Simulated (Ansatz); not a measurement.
SrO (CsCl type) was relaxed with r2SCAN, strained in 3 ways (changes of length per length), its atoms relaxed again with r2SCAN, and run with r2SCAN in the plane-wave code Ansatz. (Calculated; spin-unpolarised; the phase may be known or hypothetical.)

Xy shear, engineering strain (angle) -5.21 %. Input:
```yaml
crystal:
  lattice:
    - [3.1028650697, -0.0808296351, 0.0]
    - [-0.0808296351, 3.1028650697, 0.0]
    - [0.0, 0.0, 3.1028650697]
  atoms:
    - { symbol: Sr, position: [0.0, 0.0, 0.0] }
    - { symbol: O, position: [0.5, 0.5, 0.5] }
kpoints:
  mp_grid: { grid: [8, 8, 8] }
  band_path:
    path:
      - [0.0, 0.0, 0.0]
      - [0.0, 0.5, 0.0]
      - [0.5, 0.5, 0.0]
      - [0.5, 0.5, 0.5]
      - [0.0, 0.5, 0.5]
    npoints: 1
hamiltonian:
  xc: r2scan
scf:
  occupations: { method: fixed }
  n_extra_bands: 4
output:
  forces: true
  stress: true
  eigenvalues: true
  write_density: true
  write_potential: true
  elf: true
  volumetric_format: npy
```

Main results, then levels in eV from the Fermi energy at the points of the path (names of the unstrained zone, bands numbered from 0):
```
Crystal: 2 atoms, lattice volume = 29.853 Å³
Basis set: ecut = 500 eV, 745 PW (Γ)
Symmetry: 8 space group operations
Space group: Cmmm (ITA 65)
k-points: 105 of 512
Free energy (F): -4126.293055 eV
Fermi energy:    9.991936 eV
--- Stress (GPa, compression-positive) ---
        0.340308       0.173270       0.000000
        0.173270       0.340308       0.000000
        0.000000       0.000000       0.318813
  P = ⅓ Tr σ = 0.3331 GPa (3.331 kbar)
```
```tsv
point	band_4	band_5	band_6	band_7	band_8	band_9	band_10
Γ	-15.446	-0.061	-0.050	-0.036	3.315	3.339	5.609
X	-14.544	-2.893	-0.654	-0.648	4.498	8.069	10.082
M	-15.087	-1.312	-1.121	-0.004	4.776	5.346	8.133
R	-15.858	-2.960	-2.935	-2.908	8.734	9.084	9.461
(0,1/2,1/2)	-15.095	-1.215	-1.206	0.000	4.801	5.240	8.323
```

The r2SCAN gap is indirect, 3.32 eV (M to Γ), below the direct gap of 3.35 eV at Γ. The mean pressure at these positions is +0.33 GPa, compression counted positive.

Isotropic -2.13 % on every length. These blocks change:
```yaml
crystal:
  lattice:
    - [3.0367740437, 0.0, 0.0]
    - [0.0, 3.0367740437, 0.0]
    - [0.0, 0.0, 3.0367740437]
  atoms:
    - { symbol: Sr, position: [0.0, 0.0, 0.0] }
    - { symbol: O, position: [0.5, 0.5, 0.5] }
output:
  forces: true
  stress: true
  eigenvalues: true
```

```
Crystal: 2 atoms, lattice volume = 28.005 Å³
Basis set: ecut = 500 eV, 739 PW (Γ)
Symmetry: 48 space group operations
Space group: Pm-3m (ITA 221)
k-points: 35 of 512
Free energy (F): -4126.252124 eV
Fermi energy:    10.821575 eV
--- Stress (GPa, compression-positive) ---
        7.584199       0.000000       0.000000
        0.000000       7.584199       0.000000
        0.000000       0.000000       7.584199
  P = ⅓ Tr σ = 7.5842 GPa (75.842 kbar)
```
```tsv
point	band_4	band_5	band_6	band_7	band_8	band_9	band_10
Γ	-15.175	0.000	0.000	0.000	3.310	3.310	6.432
X	-14.350	-3.008	-0.695	-0.695	4.546	8.642	10.593
M	-14.728	-1.189	-1.189	-0.001	5.066	5.494	8.562
R	-15.998	-3.185	-3.185	-3.185	9.573	9.573	9.573
(0,1/2,1/2)	-14.728	-1.189	-1.189	-0.001	5.066	5.494	8.562
```

r2SCAN gives a direct gap of 3.31 eV at Γ. At this geometry r2SCAN finds +7.58 GPa, compression counted positive: its own equilibrium volume is larger.

Uniaxial +4.63 % along [111], other directions held. These blocks change:
```yaml
crystal:
  lattice:
    - [3.1507526206, 0.0478875509, 0.0478875509]
    - [0.0478875509, 3.1507526206, 0.0478875509]
    - [0.0478875509, 0.0478875509, 3.1507526206]
  atoms:
    - { symbol: Sr, position: [0.0, 0.0, 0.0] }
    - { symbol: O, position: [0.5, 0.5, 0.5] }
output:
  forces: true
  stress: true
  eigenvalues: true
```

```
Crystal: 2 atoms, lattice volume = 31.257 Å³
Basis set: ecut = 500 eV, 775 PW (Γ)
Symmetry: 12 space group operations
Space group: R-3m (ITA 166)
k-points: 65 of 512
Free energy (F): -4126.277412 eV
Fermi energy:    9.427308 eV
--- Stress (GPa, compression-positive) ---
       -3.938291       0.296620       0.296620
        0.296620      -3.938291       0.296620
        0.296620       0.296620      -3.938291
  P = ⅓ Tr σ = -3.9383 GPa (-39.383 kbar)
```
```tsv
point	band_4	band_5	band_6	band_7	band_8	band_9	band_10
Γ	-15.657	-0.076	-0.076	-0.071	3.320	3.320	5.094
X	-14.736	-2.808	-0.709	-0.497	4.424	7.707	9.586
M	-15.347	-1.270	-1.174	0.000	4.627	5.125	8.051
R	-15.853	-2.791	-2.751	-2.751	8.360	8.947	8.947
(0,1/2,1/2)	-15.347	-1.270	-1.174	0.000	4.627	5.125	8.051
```

With r2SCAN the valence top lies at M and the conduction bottom at Γ, 3.32 eV higher; the smallest vertical gap, at Γ, is 3.39 eV. The mean pressure is -3.94 GPa (compression positive), so r2SCAN would shrink the cell's volume.
